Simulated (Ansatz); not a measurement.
Course of a relaxation: SiO₂

The guess for SiO₂ is a distorted database cell: SiO2 type (P4_2/mnm) distorted into a subgroup (P-42_1m, No. 113) (largest shift (Å) 0.44).

```
Si O
1.0
     4.10397    0.00000    0.00000
     0.00000    4.10397    0.00000
     0.00000    0.00000    2.75877
Si O
2 4
Cartesian
  2.0520 0.0000 2.0626
  0.0000 2.0520 0.6961
  3.5085 1.4565 1.7261
  2.6475 3.5085 1.0327
  0.5955 2.6475 1.7261
  1.4565 0.5955 1.0327
```

The calculation used Ansatz, DFT PBE, scalar-relativistic, plane waves, PAW. Cutoff 420 eV, Gaussian smearing, Γ-centred meshes. Cell and atoms relax first on a coarse mesh and then on a converged one. In between, the cell is made exact in the group found at 0.06 Å. The steps can't lower the symmetry of their start. No spin polarisation.

Steps on the 4×4×6 mesh (6 atoms, 10 steps). The free energy counts from the last step; the plane-wave basis is renewed at times, which shifts energy and pressure.

```tsv
step	ΔF (meV/atom)	V (Å³/atom)	P (GPa)	largest force component (eV/Å)
1	3865.1	7.74	185.90	32.298
2	1236.8	8.43	60.28	13.836
3	309.3	8.23	23.06	6.826
4	15.4	8.09	-3.68	0.555
5	4.8	7.88	5.38	0.079
6	3.3	8.02	-0.48	0.012
7	3.2	8.01	0.02	0.003
8	0.2	8.01	0.91	0.002
9	0.2	8.04	0.08	0.002
10	0.0	8.04	0.09	0.002
```

The relaxed structure, after a last relaxation on the converged mesh:

```xyz
6
Lattice="4.2359 0.0000 0.0000 0.0000 4.2359 0.0000 0.0000 0.0000 2.6906" Properties=species:S:1:pos:R:3 pbc="T T T"
Si    0.0000    0.0000    1.3453
Si    2.1180    2.1180    0.0000
O     1.3003    1.3003    1.3453
O     0.8177    3.4182    0.0000
O     2.9356    2.9356    1.3453
O     3.4182    0.8177    0.0000
```

The symmetry goes from P-42_1m (No. 113) to P4_2/mnm (No. 136). The end has the rutile type. The volume per atom grows by 3.9 %, from 7.7 to 8.0 Å³. The shortest distance goes from 1.33 Å (Si–O) to 1.77 Å (Si–O). The energy falls by about 3.9 eV/atom (the start's value is from the coarse mesh). The end is written in a standard setting, so origin, axes and order of atoms can differ from the start's. Si is surrounded by 6 O at 1.77–1.84 Å; around O lie 3 Si at 1.77–1.84 Å.

* Volume per atom: 8.05 Å³
* Density: 4.13 g/cm³
* Energy over the elements: −2.588 eV/atom
* Gap on the 6×6×8 mesh of the 6-atom cell: 5.04 eV

The zero of energy is the elements' standard structures at the same level (O₂ as a molecule); no fitted shifts are applied.

The last run used Gaussian smearing of 0.02 eV. Kohn–Sham gaps at this level usually fall short of measured ones. A structure relaxed within its symmetry needn't be a true minimum. In all, the 3 runs took 35 s on 1 thread of Intel(R) Xeon(R) Platinum 8375C CPU @ 2.90GHz (Ice Lake), on a shared host.
